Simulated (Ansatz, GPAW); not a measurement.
# Geometry or basis: what sets the conductance of C2 in line between two Al chains, part 2 of 3

Aim: the conductance of C2 in line between two Al chains after relaxation, and whether geometry, basis or functional moves it most.

GPAW 26.7.0 and Ansatz 0.2.0; Ansatz plane waves; relaxation of the junction with the lead ends held; PAW set soft_1 (the session's first sound run).

So far. Step 2 (Relaxation): The relaxation lowered the energy of the cell by 0.840 eV.

## 3. Plane waves, PBE

Plane waves give the reference curve, free of the bias of atom-centred orbitals.

This step: Ansatz plane waves; Landauer transmission by layers, zero bias; PAW set soft_1 (Ansatz 0.2.0).

Input file input.yaml:

```yaml
crystal:
  lattice:
    - [9.0, 0.0, 0.0]
    - [0.0, 9.0, 0.0]
    - [0.0, 0.0, 35.9508]
  atoms:
    - { symbol: Al, position: [0.5, 0.5, 0.0333789512] }
    - { symbol: Al, position: [0.5, 0.5, 0.1001368537] }
    - { symbol: Al, position: [0.5, 0.5, 0.1668947562] }
    - { symbol: Al, position: [0.5, 0.5, 0.2336526586] }
    - { symbol: Al, position: [0.5, 0.5, 0.3004105611] }
    - { symbol: Al, position: [0.4112703389, 0.4106823423, 0.3654975221] }
    - { symbol: Al, position: [0.5182316176, 0.5071097403, 0.4292114748] }
    - { symbol: C, position: [0.4955851072, 0.4837178136, 0.4826572495] }
    - { symbol: C, position: [0.5003795586, 0.4832648312, 0.517403811] }
    - { symbol: Al, position: [0.4829716141, 0.5104504811, 0.5708691014] }
    - { symbol: Al, position: [0.5685276163, 0.3939724742, 0.6345294464] }
    - { symbol: Al, position: [0.5, 0.5, 0.6995894389] }
    - { symbol: Al, position: [0.5, 0.5, 0.7663473414] }
    - { symbol: Al, position: [0.5, 0.5, 0.8331052438] }
    - { symbol: Al, position: [0.5, 0.5, 0.8998631463] }
    - { symbol: Al, position: [0.5, 0.5, 0.9666210488] }
kpoints:
  mp_grid: { grid: [1, 1, 2] }
hamiltonian:
  xc: pbe
  pseudopotentials: { kind: paw, azcp: { folder: soft_1 } }
scf:
  occupations: { method: fermi_dirac, width: 0.1 }
output:
  transmission:
    leads: [[0, 1]]
    e_range: [-2, 2]
    de: 0.025
    kmesh: [1, 1]
    reduced_basis: true
  write_potential: true
  write_density: true
  volumetric_format: npy
```

Command:

```bash
> ansatz run input.yaml --threads 4 --pin off --max-ram 8192MiB --backend cpu --events-out ev --progress --plain --runs-dir out
```

Numbers of over 12 decimals in the logs are rounded to 6 here.

Log:

```text
[...]
Crystal: 16 atoms, lattice volume = 2912.015 Å³
Basis set: ecut = 420 eV, 56869 PW (Γ)
Bands: 41, of which v1, the nominal top of the filled ones, is band 25 counted from 1 (24 counted from 0)
Symmetry: 1 space group operations
[...]
k-points: 2
[...]
SCF iter   1: F=—  HF=-8005.754388 eV  |F-HF|=—  |Δ(HF+E_count)|=         —  Δρ=2.43e-2  dr2=5.41e1  ethr=3.10e-3  ⟨swp⟩=7.0  Hψ=450  notcnv=0
[...]
SCF iter  12: F=-7998.766581 eV  HF=-7998.766581 eV  |F-HF|=2.52e-8  |Δ(HF+E_count)|=   3.64e-8  Δρ=5.80e-7  dr2=4.53e-8  ethr=2.00e-10  ⟨swp⟩=11.5  Hψ=365  notcnv=0
SCF 1 converged in 12 iterations: F = -7998.766581 eV  dr2 = 4.53e-8
[...]
transmission: 45 of 270 steps passed
transmission: 90 of 270 steps passed
[...]
transmission: 270 of 270 steps passed
WARN: The output density's exchange-correlation potential varies sharply where the density is thin. Do not read a vacuum level from v_tot or v_xc, or from such a field of the output density. On a cell that repeats whose density bears no net charge and no dipole along the vacuum's axis use v_es (v_loc + v_h of the components); under efield.dipole_correction with no amplitude use v_es + v_field, which holds any externa [...]
SCF converged after 12 iterations
Free energy (F): -7998.766581 eV
[...]
Internal energy: -7998.137632 eV  (E = F + TS)
E sigma→0 (E₀):  -7998.452106 eV
Entropy (-TS):   -0.628949 eV (-39.309 meV/atom)
Fermi energy:    -3.031342 eV
[...]
--- Band table (eV) ---
  k-point 0: bands = [... 21 lower, -3.3745, -3.2328, -3.2264, -3.0766, -3.0611, -2.7739, -2.7481, -2.6107, ... 12 higher]
  k-point 1: bands = [... 21 lower, -3.3709, -3.2531, -3.2422, -3.0338, -3.0182, -2.8536, -2.8416, -2.4707, ... 12 higher]
--- Transmission ---
  basis      : 717 plane waves across, 45 finite elements along
  points     : 1, standing for a mesh of 1 x 1
  filling    : by the input's occupations and mesh, since the crystals that have channels conduct as metals do. If one of these is a semiconductor, that mesh has misplaced its level
  energies   : 161 from -2.000000 to 2.000000 eV about the Fermi level, 0.025000 eV apart; the leads are filled to 0.000000 eV, and channels, transmission and decay are at 0.000000 eV
  crystal 0  : Al1, at the sites [0, 1], period 2.4000 Å, over 24.00 Å; its Hamiltonian steps by up to 1.7 meV
    offset         : up to 0.0000 Å between an atom of the period and one for which it stands
    filled         : 15.0 meV over the level at which it is neutral
    channels       : 2.000000e0 a spin
    conductance    : 1.9131e14 S/m² at 300 K; may be off by some 0.0 % by where its bands' edges are placed, 0.0 % from the distance to neutral
  junction   : crystal 0 to crystal 0, 0.70 to 34.25 Å
    transmission   : 2.234291e-1 a spin
    error estimate : 6.750329e-5 a spin from the reduction of the transverse basis, at the most 1.067346e-3 at 0.875000 eV
    conductance    : 2.1675e13 S/m² at 300 K (2.1673e13 on every other energy)
    error estimate : 0.0 % from the energy spacing and 0.0 % from band edges of the leads and from resonances (wavevectors taken as independent; lower de), 0.1 % from the reduction of the transverse basis, 1.5 % from the steps of its leads' Hamiltonians or their offsets (lay more layers), 6.2 % from the distance to neutral
    resistance     : 4.0910e-2 Ω µm² beyond half of each lead's own
```

The job ended after 34 s (4 threads of Arm Neoverse V2, shared host; peak memory 2.2 GiB).

The column dr2 measures how far the density is from self-consistency, as an energy; F and HF (Harris–Foulkes) agree once it is small.

This step gave:

```yaml
free_energy: -7998.7666 eV
lead_level: 0 eV from the Fermi level
transmission_at_the_fermi_level_one_spin: 0.2234
open_channels_of_the_lead_at_the_fermi_level_one_spin: 2
step_of_the_potential_along_the_lead: 1.7 meV
offset_of_the_lead: 0 Å
filling_of_the_lead_less_its_bulk_value_in_size: 15 meV
conductance: 0.2266 G₀
```

One spin. Table of transmission, zone mean by energy, zero at the Fermi level:

energy (eV), transmission, zone mean and a bar:
```
   -2.000       0.25 ####
   -1.800       0.30 #####
   -1.600       0.21 ###
   -1.400       0.05 #
   -1.200       0.00 
   -1.000       0.00 
   -0.800       0.00 
   -0.600       0.00 
   -0.400       0.00 
   -0.200       0.08 #
    0.000       0.22 ####
    0.200       0.49 ########
    0.400       0.84 ##############
    0.600       1.07 ##################
    0.800       1.35 #######################
    1.000       1.71 #############################
    1.200       1.78 ##############################
    1.225       1.78 ##############################
    1.400       1.75 #############################
    1.600       1.61 ###########################
    1.800       1.45 ########################
    2.000       1.36 #######################
```

One spin. The open channels, zone mean by energy, zero at the Fermi level:

energy (eV), open channels, zone mean and a bar:
```
   -2.000       1.00 ##########
   -1.900       1.00 ##########
   -1.800       1.00 ##########
   -1.700       1.00 ##########
   -1.600       1.00 ##########
   -1.500       1.00 ##########
   -1.400       1.00 ##########
   -1.300       1.00 ##########
   -1.200       0.00 
   -1.100       0.00 
   -1.000       0.00 
   -0.900       0.00 
   -0.800       0.00 
   -0.700       0.00 
   -0.600       0.00 
   -0.500       0.00 
   -0.400       0.00 
   -0.300       2.00 ####################
   -0.200       2.00 ####################
   -0.100       2.00 ####################
    0.000       2.00 ####################
    0.100       2.00 ####################
    0.200       2.00 ####################
    0.300       2.00 ####################
    0.400       2.00 ####################
    0.500       2.00 ####################
    0.600       2.00 ####################
    0.700       2.00 ####################
    0.800       2.00 ####################
    0.900       2.00 ####################
    1.000       3.00 ##############################
    1.100       3.00 ##############################
    1.200       3.00 ##############################
    1.300       3.00 ##############################
    1.400       3.00 ##############################
    1.500       3.00 ##############################
    1.600       3.00 ##############################
    1.700       3.00 ##############################
    1.800       3.00 ##############################
    1.900       3.00 ##############################
    2.000       3.00 ##############################
```

Crystal 0, spin -, k parallel (0, 0); distinct values, listed up to 1.5 1/Å. Table of Im kz of the slowest decaying states by energy, zero at the Fermi level:

```
energy (eV)  decay 1 (Å⁻¹)  decay 2 (Å⁻¹)  decay 3 (Å⁻¹)  decay 4 (Å⁻¹)
     -2.000          0.671          0.672           1.15           1.26
     -1.800          0.628          0.628           1.13           1.24
     -1.600          0.582          0.582           1.10           1.22
     -1.400          0.531          0.531           1.08           1.20
     -1.200         0.0371          0.475          0.475           1.05
     -1.000         0.0792          0.412          0.412           1.03
     -0.800         0.1000          0.337          0.337           1.00
     -0.600          0.112          0.239          0.239          0.978
     -0.400         0.0279         0.0303          0.119          0.951
     -0.200          0.121          0.923           1.06           1.14
      0.000          0.119          0.894           1.03           1.12
      0.200          0.112          0.864           1.01           1.09
      0.400          0.101          0.833          0.980           1.07
      0.600         0.0831          0.801          0.952           1.05
      0.800         0.0523          0.767          0.924           1.02
      1.000          0.732          0.895          0.994           1.08
      1.200          0.695          0.866          0.967           1.06
      1.400          0.656          0.835          0.939           1.03
      1.600          0.614          0.802          0.911           1.00
      1.800          0.569          0.769          0.882          0.977
      2.000          0.521          0.734          0.851          0.950
```

Crystal 0, spin -, k parallel (0, 0). Table of Re kz of states that move upwards by energy, zero at the Fermi level:

| energy (eV) | channel 1 (Å⁻¹) | channel 2 (Å⁻¹) | channel 3 (Å⁻¹) |
| --- | --- | --- | --- |
| -2.000 | 1.13 | - | - |
| -1.900 | 1.15 | - | - |
| -1.800 | 1.16 | - | - |
| -1.700 | 1.18 | - | - |
| -1.600 | 1.20 | - | - |
| -1.500 | 1.22 | - | - |
| -1.400 | 1.24 | - | - |
| -1.300 | 1.27 | - | - |
| -1.200 | - | - | - |
| -1.100 | - | - | - |
| -1.000 | - | - | - |
| -0.900 | - | - | - |
| -0.800 | - | - | - |
| -0.700 | - | - | - |
| -0.600 | - | - | - |
| -0.500 | - | - | - |
| -0.400 | - | - | - |
| -0.300 | 0.165 | 0.165 | - |
| -0.200 | 0.235 | 0.236 | - |
| -0.100 | 0.289 | 0.289 | - |
| 0.000 | 0.334 | 0.334 | - |
| 0.100 | 0.374 | 0.374 | - |
| 0.200 | 0.410 | 0.410 | - |
| 0.300 | 0.443 | 0.443 | - |
| 0.400 | 0.474 | 0.474 | - |
| 0.500 | 0.502 | 0.503 | - |
| 0.600 | 0.530 | 0.530 | - |
| 0.700 | 0.556 | 0.556 | - |
| 0.800 | 0.580 | 0.581 | - |
| 0.900 | 0.604 | 0.604 | - |
| 1.000 | -1.26 | 0.627 | 0.627 |
| 1.100 | -1.24 | 0.649 | 0.649 |
| 1.200 | -1.22 | 0.670 | 0.671 |
| 1.300 | -1.20 | 0.691 | 0.691 |
| 1.400 | -1.19 | 0.711 | 0.711 |
| 1.500 | -1.17 | 0.731 | 0.731 |
| 1.600 | -1.16 | 0.750 | 0.750 |
| 1.700 | -1.15 | 0.768 | 0.768 |
| 1.800 | -1.13 | 0.787 | 0.787 |
| 1.900 | -1.12 | 0.804 | 0.804 |
| 2.000 | -1.11 | 0.822 | 0.822 |

The electrostatic potential energy of an electron (with the applied field's), less the Fermi level, planar mean oscillates, so the rows of the table below give means over windows of 2.37 Å about each position, cut where the curve ends. Its first 14 maxima inside the range that stand out by 2 % of the span (Å: eV): 1.2: 3.19, 2.4: 3.82, 3.6: 3.18, 4.7: 3.82, 6.1: 3.19, 7.2: 3.82, 8.4: 3.16, 9.6: 3.74, 10.8: 3.08, 12.0: 3.66, 13.2: 3.11, 14.2: 3.55, 16.6: 3.69, 18.0: 3.80. Its first 14 minima: 0.9: 3.16, 1.5: 3.16, 3.3: 3.16, 3.8: 3.16, 5.8: 3.16, 6.2: 3.17, 8.1: 3.14, 8.7: 3.13, 10.5: 3.04, 11.1: 3.05, 12.9: 3.08, 13.5: 3.05, 15.7: 2.87, 17.3: 3.18.

Electrostatic potential energy of an electron (with the applied field's), less the Fermi level, planar mean against z; means over each step:

| z (Å) | electrostatic potential energy of an electron (with the applied field's), less the Fermi level, planar mean (eV) |
| --- | --- |
| 1.19 | 3.41 |
| 3.56 | 3.40 |
| 5.93 | 3.41 |
| 8.29 | 3.38 |
| 10.67 | 3.29 |
| 13.04 | 3.28 |
| 15.41 | 3.16 |
| 17.77 | 3.45 |
| 20.14 | 3.18 |
| 22.52 | 3.25 |
| 24.89 | 3.28 |
| 27.25 | 3.36 |
| 29.62 | 3.41 |
| 32.00 | 3.41 |
| 34.37 | 3.41 |

The valence density, planar mean oscillates, so the rows of the table below give means over windows of 2.44 Å about each position, cut where the curve ends. Its maxima inside the range that stand out by 2 % of the span (Å: e/Å³): 2.4: 0.0176, 4.7: 0.0176, 7.1: 0.0177, 9.3: 0.0175, 11.8: 0.0175, 14.5: 0.0185, 17.9: 0.0430, 21.5: 0.0185, 24.1: 0.0176, 26.6: 0.0175, 28.8: 0.0177, 31.2: 0.0176, 33.6: 0.0176. Its minima: 1.2: 0.0126, 3.6: 0.0126, 5.9: 0.0127, 8.4: 0.0128, 10.7: 0.0128, 13.2: 0.0141, 15.7: 0.0108, 20.3: 0.0108, 22.8: 0.0141, 25.3: 0.0128, 27.5: 0.0128, 30.0: 0.0127, 32.4: 0.0126, 34.8: 0.0126.

Valence density, planar mean against z; means over each step:

```
z (Å)  valence density, planar mean (e/Å³)
 1.22                               0.0155
 3.66                               0.0155
 6.10                               0.0155
 8.54                               0.0155
10.98                               0.0155
13.42                               0.0164
15.86                               0.0177
18.30                               0.0372
20.74                               0.0151
23.18                               0.0162
25.62                               0.0155
28.06                               0.0156
30.50                               0.0155
32.94                               0.0154
35.38                               0.0146
```

The largest of the program's own error estimates on the conductance is 6.2 %. T at the Fermi level is 0.223 of 2 open channels a spin.

## 4. GPAW, dzp

The script solves lead and junction separately, takes H and S in the orbital basis, and joins semi-infinite leads through their self-energies; the dzp basis is the working standard.

This step: GPAW LCAO, PAW setups; Landauer transmission from Green's functions with principal layers (ASE), zero bias (GPAW 26.7.0).

Input file run.py:

```python
import json
import numpy as np
from ase import Atoms
from ase.transport.calculators import TransportCalculator
from gpaw import GPAW, FermiDirac
from gpaw.lcao.tools import get_lcao_hamiltonian
from scipy.linalg import eigh

# The junction with lead layers at both ends, along the third cell vector
device = Atoms(
    ['Al', 'Al', 'Al', 'Al', 'Al', 'Al', 'Al', 'C', 'C', 'Al', 'Al', 'Al', 'Al', 'Al', 'Al', 'Al'],
    positions=[
        [4.50000, 4.50000, 1.20000],
        [4.50000, 4.50000, 3.60000],
        [4.50000, 4.50000, 6.00000],
        [4.50000, 4.50000, 8.40000],
        [4.50000, 4.50000, 10.80000],
        [3.70143, 3.69614, 13.13993],
        [4.66408, 4.56399, 15.43050],
        [4.46027, 4.35346, 17.35191],
        [4.50342, 4.34938, 18.60108],
        [4.34674, 4.59405, 20.52320],
        [5.11675, 3.54575, 22.81184],
        [4.50000, 4.50000, 25.15080],
        [4.50000, 4.50000, 27.55080],
        [4.50000, 4.50000, 29.95080],
        [4.50000, 4.50000, 32.35080],
        [4.50000, 4.50000, 34.75080]],
    cell=[[9.0, 0.0, 0.0], [0.0, 9.0, 0.0], [0.0, 0.0, 35.9508]],
    pbc=True)

# One principal layer of the lead: the first 4 atoms of the device
lead = Atoms(
    ['Al', 'Al', 'Al', 'Al'],
    positions=[
        [4.50000, 4.50000, 1.20000],
        [4.50000, 4.50000, 3.60000],
        [4.50000, 4.50000, 6.00000],
        [4.50000, 4.50000, 8.40000]],
    cell=[[9.0, 0.0, 0.0], [0.0, 9.0, 0.0], [0.0, 0.0, 9.6]],
    pbc=True)

settings = dict(mode='lcao', basis='dzp', xc='PBE', h=0.2,
                occupations=FermiDirac(0.1), maxiter=250,
                mixer=dict(beta=0.1, nmaxold=8, weight=100.0),
                convergence=dict(density=0.0001))
energies = np.arange(-2, 2 + 1e-9, 0.025)
eta = 0.0001
n1, n2 = 1, 1
# k and -k transmit alike, so half of the mesh across the current serves
mesh = [(i, j) for i in range(n1) for j in range(n2) if (i, j) <= (-i % n1, -j % n2)]
weights = np.array([1 if (i, j) == (-i % n1, -j % n2) else 2 for i, j in mesh]) / (n1 * n2)

# [... helper functions left out ...]
fermi_lead = ground_state(lead, (1, 1, 12), 'lead.txt')
fermi_device = ground_state(device, (1, 1, 2), 'device.txt')
# [... loop over the mesh left out, but for ...]
        # Shift the lead onto the potential of the device's first layer
        shift = ((H[:, 0, 0] - H0[:, 0, 0]) / S0[0, 0]).real.mean()
# [...]
kT = 8.617333e-5 * 300
bias = [0.1, 0.2, 0.5, 1.0, 1.5, 2.0]
# [... integrals and printing left out ...]
```

Command:

```bash
> OMP_NUM_THREADS=1 OPENBLAS_NUM_THREADS=1 python run.py
```

Log:

```text
basis functions: device 208, principal layer 52
Fermi level: lead -3.1259 eV, device -3.0506 eV; lead shifted by 0.0129 eV
largest coupling past the next layer 1.42e-15 eV, largest misfit of the first layer 0.040 eV
  E-E_F (eV)   T (one spin)  channels
    -2.000    2.7507e-01    1.0000
    -1.975    2.8482e-01    1.0000
    -1.950    2.9400e-01    1.0000
    -1.925    3.0238e-01    1.0000
    -1.900    3.0969e-01    1.0000
    -1.875    3.1564e-01    1.0000
    -1.850    3.1992e-01    1.0000
    -1.825    3.2223e-01    1.0000
    -1.800    3.2227e-01    1.0000
    -1.775    3.1975e-01    1.0000
    -1.750    3.1443e-01    1.0000
    -1.725    3.0616e-01    1.0000
    -1.700    2.9483e-01    1.0000
    -1.675    2.8048e-01    1.0000
    -1.650    2.6328e-01    1.0000
    -1.625    2.4353e-01    1.0000
[...]
1.825    1.6462e+00    3.0000
     1.850    1.6391e+00    3.0000
     1.875    1.6328e+00    3.0000
     1.900    1.6272e+00    3.0000
     1.925    1.6223e+00    3.0000
     1.950    1.6180e+00    3.0000
     1.975    1.6143e+00    3.0000
     2.000    1.6110e+00    3.0000
conductance at 300 K: 0.25067 G0 a cell; thermopower -31.03 uV/K
current from the zero-bias T(E) at 0.1 V: 1.951 uA
current from the zero-bias T(E) at 0.2 V: 3.9557 uA
current from the zero-bias T(E) at 0.5 V: 10.867 uA
current from the zero-bias T(E) at 1.0 V: 27.432 uA
current from the zero-bias T(E) at 1.5 V: 49.464 uA
current from the zero-bias T(E) at 2.0 V: 78.724 uA
```

Run time: 74 s. Hardware: 1 thread; peak memory 1.1 GiB.

This step gave:

| Item | Value |
| --- | --- |
| conductance | 0.2507 G₀ |
| thermopower | -31.03 μV/K |
| largest coupling past the next principal layer | 1.42e-15 eV |
| largest misfit of the first principal layer | 0.03987 eV |
| shift that aligns the lead | 0.01291 eV |
| basis functions of the junction | 208 |
| basis functions of a principal layer | 52 |
| transmission at the Fermi level (one spin) | 0.2478 |

One spin. The transmission, zone mean by energy, zero at the Fermi level:

```csv
energy (eV),"transmission, zone mean"
-2.000,0.275
-1.800,0.322
-1.600,0.222
-1.400,0.0478
-1.200,3.2e-10
-1.000,1.4e-11
-0.800,7.7e-12
-0.600,2.5e-10
-0.400,4.1e-9
-0.200,0.0807
0.000,0.248
0.200,0.530
0.400,0.895
0.600,1.10
0.800,1.36
1.000,1.72
1.200,1.80
1.275,1.80
1.400,1.79
1.600,1.73
1.800,1.65
2.000,1.61
```

Crossings of the lead's bands, unfolded to its shortest repeat. The open channels, zone mean by energy, zero at the Fermi level:

```csv
energy (eV),"open channels, zone mean"
-2.000,1
-1.900,1
-1.800,1
-1.700,1
-1.600,1
-1.500,1
-1.400,1
-1.300,1
-1.200,0
-1.100,0
-1.000,0
-0.900,0
-0.800,0
-0.700,0
-0.600,0
-0.500,0
-0.400,0
-0.300,2
-0.200,2
-0.100,2
0.000,2
0.100,2
0.200,2
0.300,2
0.400,2
0.500,2
0.600,2
0.700,2
0.800,2
0.900,2
1.000,3
1.100,3
1.200,3
1.300,3
1.400,3
1.500,3
1.600,3
1.700,3
1.800,3
1.900,3
2.000,3
```

Not self-consistent under bias; the bias window is split evenly. Table of current through one cell, from the zero-bias transmission by bias:

| bias (V) | current through one cell, from the zero-bias transmission (μA) |
| --- | --- |
| 0.100 | 1.95 |
| 0.200 | 3.96 |
| 0.500 | 10.9 |
| 1.000 | 27.4 |
| 1.500 | 49.5 |
| 2.000 | 78.7 |

Transmission of the three most open eigenchannels against energy, zero at the Fermi level:

```csv
energy (eV),channel 1,channel 2,channel 3
-2.000,0.275,0,0
-1.800,0.322,0,0
-1.600,0.222,0,0
-1.400,0.0478,0,0
-1.200,3.2e-10,0,0
-1.000,1.3e-11,0,0
-0.800,7.5e-12,0,0
-0.600,2.4e-10,0,0
-0.400,3.5e-9,5.4e-10,0
-0.200,0.0495,0.0312,0
0.000,0.129,0.119,0
0.200,0.283,0.247,0
0.400,0.482,0.413,0
0.600,0.557,0.548,0
0.800,0.714,0.649,6.5e-12
1.000,0.898,0.825,5.1e-4
1.200,0.922,0.870,0.00250
1.400,0.911,0.874,0.00622
1.600,0.869,0.848,0.0136
1.800,0.815,0.812,0.0271
2.000,0.796,0.770,0.0447
```

At the Fermi level T is 0.248 against 0.223 in plane waves. Couplings past the next layer reach 1.4e-15 eV, small enough to drop; the matrix elements of the cell's first layer differ from the bulk lead's by up to 0.040 eV. That layer keeps its own values in the calculation, and only beyond it is the lead taken as perfect. The Fermi levels of lead and junction count from different zeros of potential, one for each periodic cell; with both set to zero, the small remaining shift is what aligns them. By hand: G = 0.2507 × 77.48 μS = 19.4 μS, a resistance of 51.5 kΩ; at 0.1 V a linear junction would pass 1.94 μA, and the integral over the bias window gives 1.95 μA. Mott's formula, S = -(π²/3)(k_B²T/e) d ln T/dE, has the prefactor 7.33 μV/K·eV at 300 K; T = 0.2227 at -0.025 eV and 0.2746 at 0.025 eV give a slope of 4.19 per eV and S = -30.7 μV/K, beside -31.0 μV/K from the thermal integral, which interpolates the same grid.

[end of part 2 of 3]

[Logs are printed without paths, hosts, clocks, repeated set-up lines and the standing remarks that a program may print on its own settings, such as how far it seeks lower states.]

[Hosts, paths, dates, database ids (printed as entryN), source tags and the programs' standing remarks are cut or masked in the printed files.]
